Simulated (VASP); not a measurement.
Given:

```
CELL_PARAMETERS angstrom
      4.13580     0.00000     0.00000
      0.00000     4.13580     0.00000
      0.00000     0.00000     4.13580
ATOMIC_POSITIONS crystal
  Ba 0.00000 0.00000 0.00000
  Sn 0.50000 0.50000 0.50000
  O  0.50000 0.00000 0.50000
  O  0.00000 0.50000 0.50000
  O  0.50000 0.50000 0.00000
```

The numbers are results of SCAN meta-GGA, VASP's PBE PAW potentials (set 64) (plane waves; VASP 6.6.1), not measurements. Settings: 520 eV cut-off, 6×6×6 Γ-centred mesh, tetrahedra with Blöchl corrections, potentials Ba_sv Sn_d O.

The cores are frozen, which limits the accuracy of field gradients.

Task: Give the principal components of the electric field gradient (V/Å²) and the asymmetry η at each nucleus.

Result: 
```csv
atom,Vxx,Vyy,Vzz,η
Ba1,0.0,0.0,0.0,-
Sn2,0.0,0.0,0.0,-
O3,-54.1,-54.1,108.2,0.00
O4,-54.1,-54.1,108.2,0.00
O5,-54.1,-54.1,108.2,0.00
```

The compound is BaSnO3 in the cubic perovskite structure. It was relaxed first.
